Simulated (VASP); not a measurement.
# CdTe (F-43m) in VASP: a series of runs, part 2 of 2

VASP 6.6.1. Earlier steps stand in the parts before.

### Step 4. Single point, PBE

This run uses another cell than the first one, of 33.58 Å³/atom, 1.062 times its volume.

INCAR reads:

```
ALGO = Normal ; EDIFF = 1E-6
ENCUT = 500 ; GGA = PE
GGA_COMPAT = False ; ISIF = 2
ISMEAR = 0 ; LASPH = True
LCHARG = False ; LREAL = False
LWAVE = False ; NBANDS = 16
NELM = 120 ; PREC = Accurate
SIGMA = 0.01
```

KPOINTS reads:

```
k-points
0
Gamma
  5 5 5
```

POSCAR reads:

```
CdTe
1.0
    0.0000000000      3.2262257841      3.2262257841
    3.2262257841      0.0000000000      3.2262257841
    3.2262257841      3.2262257841      0.0000000000
Cd Te
1 1
Direct
    0.0000000000      0.0000000000      0.0000000000
    0.2500000000      0.2500000000      0.2500000000
```

Potentials or basis: VASP PAW PBE potentials, release 64 (Cd, Te).

The run is started by

```sh
$ cat potpaw_PBE.64/Cd/POTCAR potpaw_PBE.64/Te/POTCAR > POTCAR
$ mpirun -np 1 vasp_std > vasp.out
```

OUTCAR:

```text
EDIFF = 1E-6
   ENCUT = 500
   GGA = PE
   ISIF = 2
   ISMEAR = 0
   LASPH = True
   LREAL = False
   NELM = 120
   PREC = Accurate

 ion  position               nearest neighbor table
   1  0.000  0.000  0.000-   2 2.79   2 2.79   2 2.79   2 2.79
   2  0.250  0.250  0.250-   1 2.79   1 2.79   1 2.79   1 2.79

  LATTYP: Found a face centered cubic cell.
 ALAT       =     6.4524515682

  Lattice vectors:

 A1 = (   0.0000000000,   3.2262257841,   3.2262257841)
 A2 = (   3.2262257841,   0.0000000000,   3.2262257841)
 A3 = (   3.2262257841,   3.2262257841,   0.0000000000)

Analysis of symmetry for initial positions (statically):
=====================================================================
 Subroutine PRICEL returns:
 Original cell was already a primitive cell.

 Routine SETGRP: Setting up the symmetry group for a
 face centered cubic supercell.

 Subroutine GETGRP returns: Found 24 space group operations
 (whereof 24 operations were pure point group operations)
 out of a pool of 48 trial point group operations.

The static configuration has the point symmetry T_d .

Analysis of symmetry for dynamics (positions and initial velocities):
=====================================================================
 Subroutine PRICEL returns:
 Original cell was already a primitive cell.

 Routine SETGRP: Setting up the symmetry group for a
 face centered cubic supercell.

 Subroutine GETGRP returns: Found 24 space group operations
 (whereof 24 operations were pure point group operations)
 out of a pool of 48 trial point group operations.

The dynamic configuration has the point symmetry T_d .

 Subroutine INISYM returns: Found 24 space group operations
 (whereof 24 operations are pure point group operations),
 and found     1 'primitive' translations

----------------------------------------------------------------------------------------

                                     Primitive cell

  volume of cell :      67.1606

  direct lattice vectors                    reciprocal lattice vectors
     0.000000000  3.226225784  3.226225784    -0.154979854  0.154979854  0.154979854
     3.226225784  0.000000000  3.226225784     0.154979854 -0.154979854  0.154979854
     3.226225784  3.226225784  0.000000000     0.154979854  0.154979854 -0.154979854

  length of vectors
     4.562572259  4.562572259  4.562572259     0.268432981  0.268432981  0.268432981

  position of ions in fractional coordinates (direct lattice)
     0.000000000  0.000000000  0.000000000
     0.250000000  0.250000000  0.250000000

  ion indices of the primitive-cell ions
   primitive index   ion index
                 1           1
                 2           2

----------------------------------------------------------------------------------------

 KPOINTS: k-points

Automatic generation of k-mesh.
 Grid dimensions read from file:
 generate k-points for:    5    5    5

 Generating k-lattice:

  Cartesian coordinates                     Fractional coordinates (reciprocal lattice)
    -0.030995971  0.030995971  0.030995971     0.200000000  0.000000000  0.000000000
     0.030995971 -0.030995971  0.030995971     0.000000000  0.200000000  0.000000000
     0.030995971  0.030995971 -0.030995971     0.000000000  0.000000000  0.200000000

  Length of vectors
     0.053686596  0.053686596  0.053686596

  Shift w.r.t. Gamma in fractional coordinates (k-lattice)
     0.000000000  0.000000000  0.000000000

 Subroutine IBZKPT returns following result:
 ===========================================

 Found     10 irreducible k-points:

 Following reciprocal coordinates:
            Coordinates               Weight
  0.000000  0.000000  0.000000      1.000000
  0.200000  0.000000  0.000000      8.000000
  0.400000  0.000000  0.000000      8.000000
  0.200000  0.200000  0.000000      6.000000
  0.400000  0.200000  0.000000     24.000000
 -0.400000  0.200000  0.000000     24.000000
 -0.200000  0.200000  0.000000     12.000000
  0.400000  0.400000  0.000000      6.000000
 -0.400000  0.400000  0.000000     12.000000
 -0.400000  0.400000  0.200000     24.000000
   k-points           NKPTS =     10   k-points in BZ     NKDIM =     10   number of bands    NBANDS=     16
   number of dos      NEDOS =    301   number of ions     NIONS =      2
   total plane-waves  NPLWV =  46656
   dimension x,y,z NGX =    36 NGY =   36 NGZ =   36
   dimension x,y,z NGXF=    72 NGYF=   72 NGZF=   72
   ions per type =               1   1
   NGX,Y,Z   is equivalent  to a cutoff of  13.12, 13.12, 13.12 a.u.
   NGXF,Y,Z  is equivalent  to a cutoff of  26.23, 26.23, 26.23 a.u.
 SYSTEM =  unknown system
   PREC   = accura    normal or accurate (medium, high low for compatibility)
   ISTART =      0    job   : 0-new  1-cont  2-samecut
   ICHARG =      2    charge: 1-file 2-atom 10-const
   ISPIN  =      1    spin polarized calculation?
   LNONCOLLINEAR =      F non collinear calculations
   LSORBIT =      F    spin-orbit coupling
   LASPH  =      T    aspherical Exc in radial PAW
   ENCUT  =  500.0 eV  36.75 Ry    6.06 a.u.   8.32  8.32  8.32*2*pi/ulx,y,z
   NELM   =    120;   NELMIN=  2; NELMDL= -5     # of ELM steps
   EDIFF  = 0.1E-05   stopping-criterion for ELM
   LREAL  =      F    real-space projection
   EDIFFG = 0.1E-04   stopping-criterion for IOM
   NSW    =      0    number of steps for IOM
   IBRION =     -1    ionic relax: 0-MD 1-quasi-New 2-CG
   NFREE  =      0    steps in history (QN), initial steepest desc. (CG)
   ISIF   =      2    stress and relaxation
   ISYM   =      2    0-nonsym 1-usesym 2-fastsym
   POTIM  = 0.5000    time-step for ionic-motion
   TEBEG  =    0.0;   TEEND  =   0.0 temperature during run
   PSTRESS=    0.0 pullay stress
   NELECT =      18.0000    total number of electrons
   NUPDOWN=      -1.0000    fix difference up-down
   EMIN   =  10.00;   EMAX   =-10.00  energy-range for DOS
   EFERMI =   0.00;   METHOD = LEGACY
   ISMEAR =     0;   SIGMA  =   0.01  broadening in eV -4-tet -1-fermi 0-gaus
   EFERMI_NEDOS =   21; number of points for ismear=-14 and -15
   IALGO  =     38    algorithm
   IMIX   =      4    mixing-type and parameters
     AMIX     =   0.40;   BMIX     =  1.00
     AMIX_MAG =   1.60;   BMIX_MAG =  1.00
  volume/ion in A,a.u.               =      33.58       226.61
  Fermi-wavevector in a.u.,A,eV,Ry     =   1.055506  1.994618 15.158169  1.114094
  Thomas-Fermi vector in A             =   2.190707
   LORBIT       =      0    0 simple, 1 ext, 2 COOP (PROOUT), +10 PAW based schemes
   GGA     = PE    functional components
   LHFCALC =     F    Hartree Fock is set to
   AEXX    =    0.0000 exact exchange contribution
   IVDW    =     0    specifies the selected vdW correction
   LEPSILON=     F    determine dielectric tensor
   LRPA    =     F    only Hartree local field effects (RPA)
 non-spin polarized calculation
 Gauss-broadening in eV      SIGMA  =   0.01
  energy-cutoff  :      500.00
  volume of cell :       67.16
 maximum number of plane-waves:      1716
 NGX is ok and might be reduce to    36
   NGX = 17   NGY = 17   NGZ = 17

 number of electron      17.9999994 magnetization

 Free energy of the ion-electron system (eV)
  ---------------------------------------------------
  ext. energy  EPLUGINS =         0.00000000
  ---------------------------------------------------
  free energy    TOTEN  =        -4.74022623 eV

  energy without entropy =       -4.74022623  energy(sigma->0) =       -4.74022623

 E-fermi :   2.5471     XC(G=0):  -8.6389

 val. band max:        2.4779498701   @ k =   0.0000   0.0000   0.0000
 cond. band min:       3.2855267725   @ k =   0.0000   0.0000   0.0000
 fundamental gap:      0.8075769024
 Fermi energy:         2.5471280839

 k-point     1 :       0.0000    0.0000    0.0000
  band No.  band energies     occupation
      1      -8.7703      2.00000
      2      -5.8661      2.00000
      3      -5.8661      2.00000
      4      -5.8661      2.00000
      5      -5.5965      2.00000
      6      -5.5965      2.00000
[... 8 lines left out ...]
     15      11.8537      0.00000
     16      11.8537      0.00000
[... 153 lines left out ...]
 k-point    10 :      -0.4000    0.4000    0.2000
  band No.  band energies     occupation
      1      -8.2700      2.00000
      2      -5.7495      2.00000
      3      -5.7424      2.00000
      4      -5.6341      2.00000
      5      -5.5883      2.00000
      6      -5.0963      2.00000
[... 8 lines left out ...]
     15      12.6066      0.00000
     16      14.6028      0.00000

------------------------ aborting loop because EDIFF is reached ----------------------------------------

  FORCE on cell =-STRESS in cart. coord.  units (eV):
  Direction    XX          YY          ZZ          XY          YZ          ZX
  --------------------------------------------------------------------------------------
  -------------------------------------------------------------------------------------
  Total        1.4310128      1.4310128      1.4310128      0.0000000      0.0000000      0.0000000
  in kB       34.1381377     34.1381377     34.1381377      0.0000000      0.0000000      0.0000000
  external PRESSURE =      34.1381377 kB  Pullay stress =       0.0000000 kB

 VOLUME and BASIS-vectors are now :
 -----------------------------------------------------------------------------
  energy-cutoff  :      500.00
  volume of cell :       67.16
      direct lattice vectors                 reciprocal lattice vectors
     0.000000000  3.226225784  3.226225784    -0.154979854  0.154979854  0.154979854
     3.226225784  0.000000000  3.226225784     0.154979854 -0.154979854  0.154979854
     3.226225784  3.226225784  0.000000000     0.154979854  0.154979854 -0.154979854

 POSITION                                       TOTAL-FORCE (eV/Angst)
 -----------------------------------------------------------------------------------
      0.00000      0.00000      0.00000        -0.000000      0.000000      0.000000
      1.61311      1.61311      1.61311         0.000000     -0.000000     -0.000000
 -----------------------------------------------------------------------------------
    total drift:                                0.000000      0.000000      0.000000

  FREE ENERGIE OF THE ION-ELECTRON SYSTEM (eV)
  ---------------------------------------------------
  free  energy   TOTEN  =        -4.7402262340 eV

  energy  without entropy=       -4.7402262340  energy(sigma->0) =       -4.74022623
```

Run time: 17 s. Hardware: 1 thread of Intel Xeon Platinum 8259CL at 2.50GHz (Skylake/Cascade Lake), shared host; peak memory 0.2 GiB.

What came out:

```yaml
Free_energy: -4.7402 eV
Pressure: 3.4 GPa
Band_gap_on_the_k_mesh: 0.81 eV, direct
```

Levels at points of the mesh, in eV from the valence-band top:
| k point | band 7 | band 8 | band 9 | band 10 | band 11 | band 12 |
| --- | --- | --- | --- | --- | --- | --- |
| (0.00, 0.00, 0.00) | 0.00 | 0.00 | 0.00 | 0.81 | 4.59 | 4.59 |

Caveat: spin-orbit coupling is left out, which moves the levels of the heavy elements.

### Step 5. Single point, PBE

This run uses another cell than the first one, of 34.24 Å³/atom, 1.083 times its volume.

INCAR reads:

```
SYSTEM = CdTe
ALGO = Normal
EDIFF = 1E-6
ENCUT = 500
GGA = PE
GGA_COMPAT = .False.
ISIF = 2
ISMEAR = 0
LASPH = .True.
LCHARG = .False.
LREAL = .False.
LWAVE = .False.
NBANDS = 16
NELM = 120
PREC = Accurate
SIGMA = 0.01
```

KPOINTS reads:

```
k-points
0
Gamma
  5 5 5
  0 0 0
```

POSCAR reads:

```
CdTe
1.0
    0.0000000000      3.2471758892      3.2471758892
    3.2471758892      0.0000000000      3.2471758892
    3.2471758892      3.2471758892      0.0000000000
Cd Te
1 1
Direct
    0.0000000000      0.0000000000      0.0000000000
    0.2500000000      0.2500000000      0.2500000000
```

The run is started by

```sh
$ cat potpaw_PBE.64/Cd/POTCAR potpaw_PBE.64/Te/POTCAR > POTCAR
$ mpirun -np 1 vasp_std > vasp.out
```

Run time: 18 s. Hardware: 1 thread of Intel Xeon Platinum 8259CL at 2.50GHz (Skylake/Cascade Lake), shared host; peak memory 0.2 GiB.

The run converged. Its results:

- Free energy: -4.7644 eV
- Pressure: 2.5 GPa
- Band gap on the k mesh: 0.75 eV, direct

Levels at points of the mesh, in eV from the valence-band top:
| k point | band 7 | band 8 | band 9 | band 10 | band 11 | band 12 |
| --- | --- | --- | --- | --- | --- | --- |
| (0.00, 0.00, 0.00) | 0.00 | 0.00 | 0.00 | 0.75 | 4.60 | 4.60 |

Caveat: spin-orbit coupling is left out, which moves the levels of the heavy elements.

### Step 6. Overview

```csv
cell,gap on the mesh (eV),pressure (GPa)
"a = 4.471 Å, angles 60.0°, 2 atoms",1.00,6.9
"a = 4.502 Å, angles 60.0°, 2 atoms",0.93,5.6
"a = 4.563 Å, angles 60.0°, 2 atoms",0.81,3.4
"a = 4.592 Å, angles 60.0°, 2 atoms",0.75,2.5
```

Alike in all rows: task single point; level PBE; potentials or basis VASP PAW PBE potentials, release 64 (Cd, Te); no spin polarisation; k mesh 5 × 5 × 5; cutoff (eV) 500; smearing gaussian 0.01 eV.

Caveats: spin-orbit coupling is left out, which moves the levels of the heavy elements.

Absolute energies hang on the potentials; compare differences alone.

### Step 7. Against experiment

Step 5. Against the measured gap of CdTe, 1.607 eV (0 K; a printed reference work, data compilation), the calculated 0.75 eV is off by -0.86 eV. Spin-orbit coupling on Cd, Te is left out. The value is that of PBE, without temperature or zero-point motion. Semilocal functionals fall short of measured gaps as a rule.
